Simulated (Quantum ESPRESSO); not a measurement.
**KI: zone-centre phonons and dielectric response under several settings**

```
CELL_PARAMETERS angstrom
0.00000 3.53277 3.53277
3.53277 0.00000 3.53277
3.53277 3.53277 0.00000
ATOMIC_POSITIONS crystal
I 0.50000 0.50000 0.50000
K 0.00000 0.00000 0.00000
```

All runs used Quantum ESPRESSO 7.5; k mesh 4 × 4 × 4, shifted; relaxed cell; no spin polarisation; occupations smeared at first, fixed for the response.

```csv
level,potentials,cutoff (eV),volume (Å³/atom),lowest optical mode without the field (cm⁻¹),highest mode with the field (cm⁻¹),ε∞ (mean),ε0 (mean),Born charge of atom 1 (e),sum of the Born charges (e)
PBEsol,GBRV 1.5 PBEsol,612,?,?,?,?,?,?,?
PBE,JTH 2.0 PBE,490,46.41,88,127,2.80,5.9,-1.16,0.00
LDA,JTH 2.0 LDA,490,39.75,115,146,3.12,5.1,-1.11,0.00
```

Q: What stands in the row left open?

A: Volume 42.72 Å³/atom; lowest optical mode without the field 100 cm⁻¹; highest mode with the field 136 cm⁻¹; ε∞ 2.96; ε0 5.4; Born charge of atom 1 -1.13 e; sum of the Born charges -0.01 e.

Caveats: the cutoff is low for these files, which shifts pressure and relaxed volume (some runs).
